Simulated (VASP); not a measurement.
A run of VASP 6.6.1:

run.py

```python
from ase.calculators.vasp import Vasp
from ase.dft.bandgap import bandgap
from ase.io import read

atoms = read('MgH2.cif', primitive_cell=True, subtrans_included=False)
calc = Vasp(
    directory='calc',
    xc='pbe',
    pp='PBE',
    setups='minimal',
    prec='Accurate',
    encut=500,
    ediff=1e-07,
    ismear=0,
    sigma=0.02,
    lreal=False,
    lasph=True,
    nelm=60,
    algo='Fast',
    isif=2,
    lwave=False,
    lcharg=False,
    kpts=[10, 10, 10],
    gamma=True,
)
atoms.calc = calc

print('energy (eV):', atoms.get_potential_energy())
print('free energy (eV):', atoms.get_potential_energy(force_consistent=True))
print('forces (eV/A):')
print(atoms.get_forces())
print('stress (eV/A^3, Voigt):', atoms.get_stress())
print('Fermi level (eV):', calc.get_fermi_level())
gap, top, bottom = bandgap(calc)
print('band gap (eV):', gap, 'from (spin, k, band)', top, 'to', bottom)
```

Contents of MgH2.cif:

```cif
data_MgH2
_cell_length_a 4.76213433
_cell_length_b 4.76213433
_cell_length_c 4.76213433
_cell_angle_alpha 90.00000000
_cell_angle_beta 90.00000000
_cell_angle_gamma 90.00000000
_space_group_name_H-M_alt 'Fm-3m'
_space_group_name_Hall '-F 4 2 3'
_space_group_IT_number 225
loop_
_space_group_symop_operation_xyz
'x,y,z'
'-x,-y,-z'
'-y,x,z'
'y,-x,-z'
'-x,-y,z'
'x,y,-z'
'y,-x,z'
'-y,x,-z'
'x,-y,-z'
'-x,y,z'
'-y,-x,-z'
'y,x,z'
'-x,y,-z'
'x,-y,z'
'y,x,-z'
'-y,-x,z'
'z,x,y'
'-z,-x,-y'
'z,-y,x'
'-z,y,-x'
'z,-x,-y'
'-z,x,y'
'z,y,-x'
'-z,-y,x'
'-z,x,-y'
'z,-x,y'
'-z,-y,-x'
'z,y,x'
'-z,-x,y'
'z,x,-y'
'-z,y,x'
'z,-y,-x'
'y,z,x'
'-y,-z,-x'
'x,z,-y'
'-x,-z,y'
'-y,z,-x'
'y,-z,x'
'-x,z,y'
'x,-z,-y'
'-y,-z,x'
'y,z,-x'
'-x,-z,-y'
'x,z,y'
'y,-z,-x'
'-y,z,x'
'x,-z,y'
'-x,z,-y'
'x,y+1/2,z+1/2'
'-x,-y+1/2,-z+1/2'
'-y,x+1/2,z+1/2'
'y,-x+1/2,-z+1/2'
'-x,-y+1/2,z+1/2'
'x,y+1/2,-z+1/2'
'y,-x+1/2,z+1/2'
'-y,x+1/2,-z+1/2'
'x,-y+1/2,-z+1/2'
'-x,y+1/2,z+1/2'
'-y,-x+1/2,-z+1/2'
[... 41 lines left out ...]
'-x+1/2,-y,z+1/2'
'x+1/2,y,-z+1/2'
'y+1/2,-x,z+1/2'
'-y+1/2,x,-z+1/2'
'x+1/2,-y,-z+1/2'
'-x+1/2,y,z+1/2'
'-y+1/2,-x,-z+1/2'
'y+1/2,x,z+1/2'
'-x+1/2,y,-z+1/2'
'x+1/2,-y,z+1/2'
'y+1/2,x,-z+1/2'
'-y+1/2,-x,z+1/2'
'z+1/2,x,y+1/2'
'-z+1/2,-x,-y+1/2'
'z+1/2,-y,x+1/2'
'-z+1/2,y,-x+1/2'
'z+1/2,-x,-y+1/2'
'-z+1/2,x,y+1/2'
'z+1/2,y,-x+1/2'
'-z+1/2,-y,x+1/2'
'-z+1/2,x,-y+1/2'
'z+1/2,-x,y+1/2'
'-z+1/2,-y,-x+1/2'
'z+1/2,y,x+1/2'
'-z+1/2,-x,y+1/2'
'z+1/2,x,-y+1/2'
'-z+1/2,y,x+1/2'
'z+1/2,-y,-x+1/2'
'y+1/2,z,x+1/2'
'-y+1/2,-z,-x+1/2'
'x+1/2,z,-y+1/2'
'-x+1/2,-z,y+1/2'
'-y+1/2,z,-x+1/2'
'y+1/2,-z,x+1/2'
'-x+1/2,z,y+1/2'
'x+1/2,-z,-y+1/2'
'-y+1/2,-z,x+1/2'
'y+1/2,z,-x+1/2'
'-x+1/2,-z,-y+1/2'
'x+1/2,z,y+1/2'
'y+1/2,-z,-x+1/2'
'-y+1/2,z,x+1/2'
'x+1/2,-z,y+1/2'
'-x+1/2,z,-y+1/2'
'x+1/2,y+1/2,z'
'-x+1/2,-y+1/2,-z'
'-y+1/2,x+1/2,z'
'y+1/2,-x+1/2,-z'
'-x+1/2,-y+1/2,z'
'x+1/2,y+1/2,-z'
'y+1/2,-x+1/2,z'
'-y+1/2,x+1/2,-z'
'x+1/2,-y+1/2,-z'
'-x+1/2,y+1/2,z'
'-y+1/2,-x+1/2,-z'
'y+1/2,x+1/2,z'
'-x+1/2,y+1/2,-z'
'x+1/2,-y+1/2,z'
'y+1/2,x+1/2,-z'
'-y+1/2,-x+1/2,z'
'z+1/2,x+1/2,y'
'-z+1/2,-x+1/2,-y'
'z+1/2,-y+1/2,x'
'-z+1/2,y+1/2,-x'
'z+1/2,-x+1/2,-y'
'-z+1/2,x+1/2,y'
'z+1/2,y+1/2,-x'
'-z+1/2,-y+1/2,x'
'-z+1/2,x+1/2,-y'
'z+1/2,-x+1/2,y'
'-z+1/2,-y+1/2,-x'
'z+1/2,y+1/2,x'
'-z+1/2,-x+1/2,y'
'z+1/2,x+1/2,-y'
'-z+1/2,y+1/2,x'
'z+1/2,-y+1/2,-x'
'y+1/2,z+1/2,x'
'-y+1/2,-z+1/2,-x'
'x+1/2,z+1/2,-y'
'-x+1/2,-z+1/2,y'
'-y+1/2,z+1/2,-x'
'y+1/2,-z+1/2,x'
'-x+1/2,z+1/2,y'
'x+1/2,-z+1/2,-y'
'-y+1/2,-z+1/2,x'
'y+1/2,z+1/2,-x'
'-x+1/2,-z+1/2,-y'
'x+1/2,z+1/2,y'
'y+1/2,-z+1/2,-x'
'-y+1/2,z+1/2,x'
'x+1/2,-z+1/2,y'
'-x+1/2,z+1/2,-y'
loop_
_atom_site_label
_atom_site_type_symbol
_atom_site_symmetry_multiplicity
_atom_site_Wyckoff_symbol
_atom_site_fract_x
_atom_site_fract_y
_atom_site_fract_z
_atom_site_occupancy
Mg1 Mg 4 a 0.0000000000 0.0000000000 0.0000000000 1
H1 H 8 c 0.2500000000 0.7500000000 0.7500000000 1
```

Potentials or basis: VASP PAW PBE potentials, release 64 (Mg, H).

Command:

```sh
$ python run.py
```

Hardware: 1 thread of AMD EPYC 7R13 Processor (Zen 3), on a shared host.

Estimate the wall time of this run.

Wall time 14 s on 1 thread of AMD EPYC 7R13 Processor (Zen 3), with other jobs on the host, peak memory 0.12 GiB. Counts: scf iterations 15, k points 47.
